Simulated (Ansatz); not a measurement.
# TePb (Fm-3m) in Ansatz: a series of runs, part 2 of 2

Ansatz 0.2.0. The steps go on from the part before.

### 3 Elastic constants, RPBE

The input, input.yaml:

```yaml
crystal:
  lattice: { a: 6.462, b: 6.462, c: 6.462, alpha: 90.0, beta: 90.0, gamma: 90.0 }
  space_group: 225
  setting: { hermann_mauguin: Fm-3m }
  reduce_to_primitive: true
  atoms:
    - { symbol: Pb, position: [0.0, 0.0, 0.0] }
    - { symbol: Te, position: [0.5, 0.0, 0.0] }
kpoints:
  mp_grid: { grid: [5, 5, 5] }
scf:
  occupations: { method: fixed }
hamiltonian:
  xc: rpbe
  pseudopotentials: { kind: all_electron, lapw: { basis_error: 0.001 } }
output:
  forces: true
  stress: true
elastic:
  mode: clamped_ion
  stencil: two_point
```

Potentials or basis: all-electron LAPW, scalar-relativistic.

Started as:

```sh
$ ansatz run input.yaml --threads 1 --pin off --max-ram 2560MiB --backend cpu --events-out ev --progress --plain --runs-dir out
```

Log:

```text
Warning: RAYON_NUM_THREADS=1 ignored (pool sized by the plan → 1); use --threads N
crystal.space_group: 225 is read as Fm-3m: the typed cell holds Pb4Te4 (Pb 4a, Te 4b). Least distances (Å): Pb–Pb 4.569, Pb–Te 3.231, Te–Te 4.569
crystal.space_group generates its sites in this order, which a site index counts, at these fractional coordinates of the primitive cell where crystal.reduce_to_primitive is true, and else of the cell that is read (crystal.supercell repeats the list replica by replica, and crystal.defects acts on that): 0: Pb [0.000000, 0.000000, 0.000000]; 1: Te [0.500000, 0.500000, 0.500000];
LAPW: plane waves up to 7.130 Å⁻¹, error target 1.0e-3 eV per atom; small_component_spin mean_spin; Te in spheres of 1.534 Å, 24 of its electrons in bands, Dirac shells []; Pb in spheres of 1.600 Å, 36 of its electrons in bands, Dirac shells [] (how accurate: hamiltonian.pseudopotentials.lapw.basis_error, Limitations)
Engine: ansatz 0.2.0, x86_64-unknown-linux-gnu
Pseudopotentials: kind: all_electron
Pseudopotential: Pb, LAPW, valence charge 36, lapw/all_electron/scalar/gaussian/Pb, Koelling and Harmon's equation, gaussian nucleus
Pseudopotential: Te, LAPW, valence charge 24, lapw/all_electron/scalar/gaussian/Te, Koelling and Harmon's equation, gaussian nucleus
Functional definition: RPBE
  parameter kappa = 0.804
  parameter beta = 0.06672455060314922
  exchange = rpbe_x(kappa = kappa, mu = beta*pi^2/3)
  correlation = pbe_c(beta = beta)
davidson cushion auto → on  (no smearing: the cushion is to keep the highest requested band from converging to the state above it; pin scf.eigensolver.cushion to override)
Crystal: 2 atoms, lattice volume = 67.459 Å³
Basis set: ecut = 193.6952188836764 eV, 411 PW (Γ), exchange–correlation at level 2
Bands: 36, of which v1, the nominal top of the filled ones, is band 30 counted from 1 (29 counted from 0)
Symmetry: 48 space group operations
Space group: Fm-3m (ITA 225), of the structure as read, at distance tolerance 4.1e-5 Å
k-points: 10 of 125
Non-local potential: Pb, projectors of the file, none
Non-local potential: Te, projectors of the file, none
Initial density: superposition of atomic densities (chi_scale 0.1, normalization cell, long waves kept (reshape's long-wave potential 0.00 eV rms))
Initial wavefunctions: plane waves of lowest kinetic energy (no species holds an atomic orbital)
Functional: x = rpbe, c = pbe(β = 0.06672455060314922)
iter 1 solved again at ethr=7.63e-4 eV; its pass at ethr=1.00e-1 eV (dr2=4.58e-1 eV) is discarded
SCF iter   1: F=—  HF=-752976.003295 eV  |F-HF|=—  |Δ(HF+E_count)|=         —  Δρ=1.61e-2  dr2=4.58e-1  ethr=7.63e-4  ⟨swp⟩=2.5  Hψ=2233  notcnv=0
preconditioner: auto → none  [insulator: Δε(μ)=1.369 eV  Ē_g=16.056 eV  n_scr=14 (ndim 8)  ℏωp=20.2 eV  f_vac=0.105  ε∞_Penn≈2.6]
iter 2 solved again at ethr=1.18e-5 eV; its pass at ethr=7.63e-4 eV (dr2=7.07e-3 eV) is discarded
SCF iter   2: F=—  HF=-752975.888822 eV  |F-HF|=—  |Δ(HF+E_count)|=   1.14e-1  Δρ=3.75e-3  dr2=7.09e-3  ethr=1.18e-5  ⟨swp⟩=2.5  Hψ=1938  notcnv=0
SCF iter   3: F=—  HF=-752975.882875 eV  |F-HF|=—  |Δ(HF+E_count)|=   5.95e-3  Δρ=2.51e-3  dr2=6.55e-3  ethr=1.18e-5  ⟨swp⟩=3.0  Hψ=1215  notcnv=0
SCF iter   4: F=—  HF=-752975.885633 eV  |F-HF|=—  |Δ(HF+E_count)|=   2.76e-3  Δρ=9.40e-4  dr2=8.81e-4  ethr=1.09e-5  ⟨swp⟩=3.0  Hψ=1185  notcnv=0
SCF iter   5: F=—  HF=-752975.886123 eV  |F-HF|=—  |Δ(HF+E_count)|=   4.89e-4  Δρ=1.71e-4  dr2=2.53e-5  ethr=1.47e-6  ⟨swp⟩=3.1  Hψ=1211  notcnv=0
SCF iter   6: F=—  HF=-752975.886156 eV  |F-HF|=—  |Δ(HF+E_count)|=   3.35e-5  Δρ=3.44e-5  dr2=1.23e-6  ethr=4.22e-8  ⟨swp⟩=3.4  Hψ=1238  notcnv=0
SCF iter   7: F=—  HF=-752975.886159 eV  |F-HF|=—  |Δ(HF+E_count)|=   3.09e-6  Δρ=6.79e-6  dr2=3.43e-8  ethr=2.04e-9  ⟨swp⟩=3.9  Hψ=1261  notcnv=0
SCF iter   8: F=—  HF=-752975.886160 eV  |F-HF|=—  |Δ(HF+E_count)|=   1.45e-7  Δρ=1.97e-6  dr2=2.77e-9  ethr=5.71e-11  ⟨swp⟩=3.9  Hψ=1264  notcnv=0
SCF iter   9: F=—  HF=-752975.886160 eV  |F-HF|=—  |Δ(HF+E_count)|=   1.42e-8  Δρ=2.80e-7  dr2=6.68e-11  ethr=4.62e-12  ⟨swp⟩=4.0  Hψ=1274  notcnv=0
SCF iter  10: F=—  HF=-752975.886160 eV  |F-HF|=—  |Δ(HF+E_count)|=  3.49e-10  Δρ=4.23e-8  dr2=1.05e-12  ethr=3.95e-12 (applied; sched 1.00e-12)  ⟨swp⟩=3.2  Hψ=1194  notcnv=0
[... 64 lines left out ...]
E sigma→0 (E₀):  -752975.886160 eV
Fermi energy:    11.774272 eV
--- Per-component energies (eV) ---
  E_band       = -3397.899077
  E_kinetic    = 850272.243910
  E_xc         = -15396.579013
  E_electrostatic = -1587851.551057  (all electrons and nuclei)
  E_smearing   = -0.000000  (= −TS)
  E_closure    = 0.000000  (closes the sum)
  E_atoms      = -752969.130409  (free atoms, spherical and without spin; not in F)
  Σ components = -752975.886160   (vs F -752975.886160, Δ=0.00e0)
  Basis errors (estimates in eV, not in F): energy 3.9e-4 per atom: plane waves 3.7e-4 (2.0e-4 summed), levels above the bands 0.0e0, relativity 1.1e-8, radial functions 1.6e-5, core shells 2.1e-8; eigenvalues (radial functions only) 4.5e-7; not estimated: angular momenta, meshes, grids; target (lapw.basis_error) 1.0e-3; muffin-tin radii Te 1.534 Å, Pb 1.600 Å
--- Forces (eV/Å), atoms counted from 1 ---
  atom   1  Pb     0.00000000     0.00000000     0.00000000
  atom   2  Te     0.00000000     0.00000000     0.00000000
  max |Σ_I F_I| component: 7.23e-31 eV/Å
--- Stress (GPa, compression-positive) ---
        3.674757       0.000000       0.000000
        0.000000       3.674757       0.000000
        0.000000       0.000000       3.674757
  P = ⅓ Tr σ = 3.6748 GPa (36.748 kbar)
--- Band table (eV; the first three rows and the last of 10) ---
  k-point 0: bands = ["-146.9279", "-127.4805", "-116.5013", "-116.4993", "-116.4993", "-116.4993", "-116.4977", "-116.4977", "-116.4977", "-96.9445", "-96.9445", "-96.9445", "-69.3540", "-69.3540", "-69.3540", "-24.2471", "-24.2471", "-24.2420", "-24.2420", "-24.2420", "-4.8644", "-4.8644", "-4.8590", "-4.8590", "-4.8590", "-0.0642", "6.3864", "10.5773", "10.5773", "10.5773", "16.0529", "16.0529", "16.0529", "17.7731", "17.7731", "17.7731"]
  k-point 1: bands = ["-146.9279", "-127.4805", "-116.5013", "-116.4993", "-116.4993", "-116.4993", "-116.4977", "-116.4977", "-116.4977", "-96.9445", "-96.9445", "-96.9445", "-69.3540", "-69.3540", "-69.3540", "-24.2470", "-24.2470", "-24.2420", "-24.2419", "-24.2419", "-4.8696", "-4.8696", "-4.8581", "-4.8534", "-4.8534", "0.2731", "5.3834", "10.6807", "10.6807", "11.1049", "14.5685", "14.8282", "14.8282", "17.7420", "18.4931", "18.4931"]
  k-point 2: bands = ["-146.9279", "-127.4805", "-116.5013", "-116.4993", "-116.4993", "-116.4993", "-116.4977", "-116.4977", "-116.4977", "-96.9445", "-96.9445", "-96.9445", "-69.3540", "-69.3540", "-69.3540", "-24.2469", "-24.2469", "-24.2418", "-24.2416", "-24.2416", "-4.8789", "-4.8789", "-4.8569", "-4.8435", "-4.8435", "1.1165", "3.7469", "10.9564", "10.9564", "11.7707", "13.0425", "13.4621", "13.4621", "19.3620", "20.3850", "20.3850"]
  k-point 9: bands = ["-146.9279", "-127.4805", "-116.5013", "-116.4993", "-116.4993", "-116.4993", "-116.4977", "-116.4977", "-116.4977", "-96.9445", "-96.9445", "-96.9445", "-69.3540", "-69.3540", "-69.3540", "-24.2471", "-24.2468", "-24.2419", "-24.2416", "-24.2413", "-4.9043", "-4.8671", "-4.8566", "-4.8459", "-4.8365", "1.6069", "3.9918", "8.5416", "8.5501", "11.2373", "13.8995", "16.6777", "16.8400", "18.1575", "19.6383", "22.1396"]
--- Elastic constants: 2 strain directions × 2 members + reference (group order 48) ---
  dense FFT box of the reference and of every strained cell: 24×24×24
  strains applied: 11, 23; error gains: componentwise 1.00 (the most a stress slope's error grows in a printed constant), spectral 1.73 (1 for all six strains in a standard setting)
  C = ∂σ_k/∂η_j (tension-positive GPa; Voigt order 11 22 33 23 13 12):
       133.558      7.978      7.978     -0.000     -0.000      0.000
         7.978    133.558      7.978     -0.000     -0.000     -0.000
         7.978      7.978    133.558     -0.000      0.000     -0.000
         0.000     -0.000      0.000     13.468     -0.000     -0.000
        -0.000      0.000      0.000      0.000     13.468      0.000
        -0.000     -0.000      0.000     -0.000     -0.000     13.468
  reference stress σ⁰ (GPa):     -3.675     -3.675     -3.675     -0.000     -0.000     -0.000
  no Pulay correction (none for the plane-wave cutoff is built on LAPW): the batch's stresses and constants are at fixed plane waves
  C* (energy form; C + prestress term) asymmetry max|C*_kj − C*_jk| = 1.373e-14 GPa — a small one proves nothing (zero by symmetry where the batch's group is 432, −43m or m−3m); a large one is finite-difference/SCF noise where every solve meets its electron count
  moduli (Voigt/Reuss/Hill, GPa): K = 49.84/49.84/49.84   G = 33.20/19.64/26.42   E = 67.35   ν = 0.275
  mechanically stable: yes (min eigenvalue of sym C = 13.47 GPa)
  where every solve meets its electron count the energy-path curvature estimates C_jj along a normal strain and C_jj − ¼(σ⁰_aa + σ⁰_bb) along a shear (ab), closely only under elastic.basis: deformed
  strain η (Voigt 11):  stress-route row diagonal C_11 = 133.56 GPa, energy-path curvature d²(F+E_count)/dδ²/Ω₀ = 133.55 GPa
         δ    σ_11 (GPa)             F (eV)   n_scf  n_hpsi   n_pw
    -2.000e-3      -3.9452     -752975.8829518       8   21804    424
     2.000e-3      -3.4109     -752975.8891426       8   21840    424
  strain η (Voigt 23):  stress-route row diagonal C_44 = 13.47 GPa, energy-path curvature d²(F+E_count)/dδ²/Ω₀ = 15.30 GPa
         δ    σ_23 (GPa)             F (eV)   n_scf  n_hpsi   n_pw
    -2.000e-3      -0.0269     -752975.8861467       7   30322    424
     2.000e-3       0.0269     -752975.8861467       7   30305    424
```

elastic.tsv:

```text
# convention: tension-positive GPa; Voigt order 11 22 33 23 13 12; engineering shear strains; stresses and constants hold the Pulay correction, whose part of sigma0, of c and of each member's stress the lines and columns named pulay_correction_..._gpa give (of c_energy it is that of c and, on the columns of strains 1 to 3, that of sigma0; of a layer's constants it is that of c in the plane, times a tenth of its plane spacing in ang); where a line pulay_correction_withheld stands none holds it
[... 15 lines left out ...]
6	-3.2141111080e-15	-4.5256627703e-15	2.7679912102e-16	-2.7526551475e-22	-5.9617530640e-22	1.3467968223e1	-3.9205250189e-15	-5.2320766811e-15	-4.2961478981e-16	-2.7526551475e-22	-5.9617530640e-22	1.3467968223e1	nan	nan	nan	nan	nan	nan
```

elastic_members.tsv:

```text
# convention: tension-positive GPa; Voigt order 11 22 33 23 13 12; engineering shear strains; stresses and constants hold the Pulay correction, whose part of sigma0, of c and of each member's stress the lines and columns named pulay_correction_..._gpa give (of c_energy it is that of c and, on the columns of strains 1 to 3, that of sigma0; of a layer's constants it is that of c in the plane, times a tenth of its plane spacing in ang); where a line pulay_correction_withheld stands none holds it
[... 14 lines left out ...]
3	2.0000000000e-3	-3.6747328857e0	-3.6747893523e0	-3.6747893523e0	2.6935961589e-2	-4.1690001295e-16	-1.7370833873e-16	-7.5297588615e5	-7.5297588615e5	7	30305	424	nan	nan	0.0000000000e0	nan	nan	nan	nan	nan	nan	nan	0.0000000000e0
```

It took 22 s on 1 thread of Intel Xeon 6975P-C (Granite Rapids), shared host; peak memory 0.4 GiB.

Results:

```yaml
Free_energy: -752975.8862 eV
Pressure: 3.7 GPa
Clamped-ion_elastic_constants_C11_C12_C44: 134, 8, 13 GPa
Voigt_bulk_modulus: 50 GPa
```

Levels at points of the mesh, in eV from the Fermi level:
```tsv
k point	band 28	band 29	band 30	band 31	band 32	band 33
(0.00, 0.00, 0.00)	-1.20	-1.20	-1.20	4.28	4.28	4.28
```

Elastic tensor in Voigt notation (GPa, ions clamped, in the Cartesian axes of the cell as first typed):
```
134   8   8   0   0   0
  8 134   8   0   0   0
  8   8 134   0   0   0
  0   0   0  13   0   0
  0   0   0   0  13   0
  0   0   0   0   0  13
```

Caveat: the cell is more than 3 GPa from zero pressure, which shifts response properties; this odd mesh misses L, where the gap lies, so gap, dielectric constants and Born charges aren't listed. The run has no spin-orbit coupling, so splittings on Pb, Te are missing.

### 4 Against experiment

Step 2. Measured gap of TePb: 0.19 eV (direct; 4.2 K; a printed reference work, monograph). This calculation gives 0.79 eV (+0.60 eV). Spin-orbit coupling on Pb, Te is left out. The value is that of RPBE+D4, without temperature or zero-point motion.
